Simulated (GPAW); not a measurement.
# A GW chain in GPAW: SiC (P6_3mc), part 2 of 2

How does a plane-wave GW calculation on SiC (P6_3mc) run from the first input to the gap?

GPAW 26.7.0; PBE and many-body steps on it, plane waves. Known limits of the many-body steps: not at the basis limit.

So far. Step 3 (Bands along the symmetry lines): The gap is 2.219 eV, −0.114 eV from the run before at this level. Step 4 (Empty states on the mesh, 6×6×2 mesh, 119 bands): On this mesh the gap is 2.219 eV.

**5. Screening and self-energy, 6×6×2 mesh, 109 bands, screening to 70 eV**

Now the one-shot GW correction: screening in the RPA, then the self-energy of the levels asked for.

This step: G0W0 on PBE, plane waves, PAW.

run.py

```python
import json
import numpy as np
from gpaw.mpi import world
from gpaw.response.g0w0 import G0W0

gw = G0W0('full.gpw',
    filename='gw',
    kpts=[0, 12],
    bands=(14, 18),
    ecut=70,
    nbands=109,
    integrate_gamma='WS',
    ppa=True)
gw.calculate()
res = {mode: {k: v for k, v in r.items() if k != 'sigma_eskwn'}
       for mode, r in gw.all_results.items()}

if world.rank == 0:
    with open('result.json', 'w') as f:
        json.dump(res, f, default=lambda x: x.tolist())
```

Started as:

```console
mpirun -n 4 gpaw python run.py
```

Numbers of over 12 decimals in the logs are rounded to 6 here.

The program printed:

```text
Using integrator: PointIntegrator
FrequencyGridDescriptor(from 0.000+0.000j to 0.000+27.211j eV, 2 points)
Nonperiodic BCs:  [False False False]
Using integrator: PointIntegrator
FrequencyGridDescriptor(from 0.000+0.000j to 0.000+27.211j eV, 2 points)
Nonperiodic BCs:  [False False False]
  ___  _ _ _
 |   || | | |
 | | || | | |
 |__ ||_____|
 |___|

BZ k-points: Symmetries present (total): 6

  [... matrices ...]
72 k-points: 6 x 6 x 2 Monkhorst-Pack grid + [1/12,1/12,1/4]
14 k-points in the irreducible part of the Brillouin zone
       k-points in crystal coordinates                weights
   0:     0.00000000    0.00000000    0.00000000          1/72
   1:     0.00000000    0.00000000    0.50000000          1/72
   2:     0.16666667    0.00000000    0.00000000          6/72
   3:     0.16666667    0.00000000    0.50000000          6/72
   4:     0.33333333   -0.16666667    0.00000000          6/72
   5:     0.33333333   -0.16666667    0.50000000          6/72
   6:     0.33333333    0.00000000    0.00000000          6/72
   7:     0.33333333    0.00000000    0.50000000          6/72
   8:     0.33333333    0.33333333    0.00000000          2/72
   9:     0.33333333    0.33333333    0.50000000          2/72
          ...
  13:     0.50000000    0.50000000    0.50000000          3/72

Distributing spins, k-points and bands (1 x 2 x 4) over 4 processes
Number of blocks: 1

Quasi particle states:
k-points (IBZ indices): [0, 12]
Band range: (14, 18)
  [... matrices ...]
Computational parameters:
Plane wave cut-off: 70 eV
Number of bands: 109
Coulomb cutoff: None
Broadening: 0.1 eV

fxc modes: GW
Kernel: RPA
Using Godby-Needs plasmon-pole approximation:
  Fitting energy: i*E0, E0 = 1.000 Hartree
Summing all q:

Calculating screened Coulomb potential
No Coulomb truncation
FrequencyGridDescriptor(from 0.000+0.000j to 0.000+27.211j eV, 2 points)
Removing empty qpoint cache files...

Calculating chi0 body with:
    Ground state adapter containing:
    Number of spins: 1
    Number of kpoints: 72
    Number of irreducible kpoints: 14
    Number of completely occupied states: 16
    Number of partially occupied states: 16
    Occupied states memory: 4.74609375 M / cpu

    Linear response parametrization:
    q_c: [1.3877787807814457e-17, 1.3877787807814457e-17, 0.0]
    Number of frequency points: 2
    Planewave cutoff: 70.0
    Number of bands: 109
    Number of planewaves: 109
    Broadening (eta): 1e-06
    comm.size: 4
    kncomm.size: 4
    blockcomm.size: 1

    Memory estimate of potentially large arrays:
        chi0_wGG: 0.362579 M / cpu
Integrating chi0 body.

Symmetries of q_c:
    Direct symmetries (Uq -> q): 6
    Indirect symmetries (TUq -> q): 6
In total 12 allowed symmetries.

  [... matrices ...]
14 groups of equivalent kpoints. 80.555556% reduction.

Integral kind: response function
Integrating chi0 head and wings.

Symmetries of q_c:
    Direct symmetries (Uq -> q): 6
    Indirect symmetries (TUq -> q): 6
In total 12 allowed symmetries.

  [... matrices ...]
14 groups of equivalent kpoints. 80.555556% reduction.

Integral kind: response function wings

Calculating chi0 body with:
    Ground state adapter containing:
    Number of spins: 1
    Number of kpoints: 72
    Number of irreducible kpoints: 14
    Number of completely occupied states: 16
    Number of partially occupied states: 16
[... the further q-points ...]

Results:
f:      Occupation numbers
eps:     KS-eigenvalues [eV]
vxc:     KS vxc [eV]
exx:     Exact exchange [eV]
sigma:   Self-energies [eV]
dsigma:  Self-energy derivatives
Z:       Renormalization factors
qp:      QP-energies [eV]

k-point 0 (0): (0.000, 0.000, 0.000)                GW
band       f     eps     vxc     exx   sigma  dsigma       Z      qp
                                                                   GW
  14   1.000   8.354 -15.781 -18.319   2.569  -0.245   0.803   8.379
  15   1.000   8.354 -15.780 -18.319   2.569  -0.245   0.803   8.379
  16   0.000  13.470 -14.475  -9.154  -4.176  -0.226   0.816  14.404
  17   0.000  14.053 -14.449  -8.976  -4.294  -0.228   0.814  15.013

k-point 1 (12): (0.500, 0.500, 0.000)                GW
band       f     eps     vxc     exx   sigma  dsigma       Z      qp
                                                                   GW
  14   1.000   6.773 -15.321 -18.350   2.798  -0.251   0.799   6.588
  15   1.000   7.229 -15.634 -18.605   2.812  -0.251   0.800   7.103
  16   0.000  10.573 -11.809  -7.474  -3.620  -0.213   0.825  11.163
  17   0.000  10.703 -11.828  -7.379  -3.731  -0.211   0.826  11.296
```

Run time: 98 s. Hardware: 4 MPI ranks of Arm Neoverse V1, shared host; peak memory 1.5 GiB; 6.5 min of CPU time.

This step gave:

```
G0W0 gap on the points computed              : 2.784 eV
least direct G0W0 gap on the computed points : 4.060 eV
Z at the valence top                         : 0.8030
Z at the conduction bottom                   : 0.8246
starting gap on the mesh                     : 2.219 eV
k of the valence top                         : 0, 0, 0
k of the conduction bottom                   : 0.5, 0.5, 0
```

The gap on the mesh goes from 2.22 eV to 2.78 eV, a correction of +0.56 eV. The start differs from the 2.33 eV found before because the two sample other k points.

Limits: finite bands, cutoff and mesh. v1 is the top filled band, c1 the lowest empty one. Levels before and after the correction, in eV, zero at the valence-band top of each column:

```
           conduction bottom  valence top
Kohn-Sham               2.22         0.00
     G0W0               2.78         0.00
```

```
                    level  energy (eV)
Kohn-Sham         Γ v2-v1        0.000
Kohn-Sham            Γ c1        5.116
Kohn-Sham            Γ c2        5.699
Kohn-Sham  (0.5 0.5 0) v2       -1.581
Kohn-Sham  (0.5 0.5 0) v1       -1.125
Kohn-Sham  (0.5 0.5 0) c1        2.219
Kohn-Sham  (0.5 0.5 0) c2        2.349
     G0W0         Γ v2-v1        0.000
     G0W0            Γ c1        6.026
     G0W0            Γ c2        6.634
     G0W0  (0.5 0.5 0) v2       -1.791
     G0W0  (0.5 0.5 0) v1       -1.276
     G0W0  (0.5 0.5 0) c1        2.784
     G0W0  (0.5 0.5 0) c2        2.917
```

**6. Where the time went**

Times are wall times on 4 MPI ranks of Arm Neoverse V1, shared host, good to a factor of about two.

```
                          step  time  share  memory (GiB)
                  ground state  29 s   12 %          0.79
bands along the symmetry lines  53 s   23 %          0.91
      empty states on the mesh  55 s   23 %          0.92
     screening and self-energy  98 s   42 %           1.5
```

**7. Summary of results**

| Property | Result |
| --- | --- |
| PBE gap | 2.22 eV, indirect |
| G0W0 gap on the mesh | 2.78 eV |
| GW settings | 6×6×2 mesh, 109 bands, screening to 70 eV, Godby-Needs plasmon pole |
| known limits | not at the basis limit |

In words: G0W0 moves the gap on the mesh from 2.22 eV to 2.78 eV (+0.56 eV), with Z of 0.80 and 0.82 at the edges. Only 2 of the mesh's irreducible points were corrected, so a valley elsewhere could overtake. The dearest step here is «screening and self-energy». Against experiment, by G0W0@PBE: the gap of 2.78 eV lies −0.42 eV from the measured 3.2 eV (kind not stated, quoted 2020); the gap of 2.78 eV lies −0.48 eV from the measured 3.26 eV (kind not stated, quoted 2023); the gap of 2.78 eV lies −0.50 eV from the measured 3.285 eV (kind not stated, quoted 2018). The calculation has static nuclei and no excitons; a measured gap holds zero-point and thermal motion, which mostly lowers it. Bands and cutoff are finite, so the gap is not at the basis limit. The miss can reach some tenths of an eV and take either sign; the mesh is an error of its own. These stock PAW sets were not made for GW. In the G0W0 run levels were corrected at 2 k points alone, so a gap called «on the mesh» is the least over those, and an edge elsewhere would be missed.

[Paths, hosts, dates, memory and timing lines, banners, echoed tables and standing remarks are left out of the program output.]

[Logs are printed without paths, hosts, clocks, repeated set-up lines and the standing remarks that a program may print on its own settings, such as how far it seeks lower states.]

[Runs of the session that timed out or met a known fault of the program may be left out.]

[Hosts, paths, dates, database ids (printed as entryN), source tags and the programs' standing remarks are cut or masked in the printed files.]
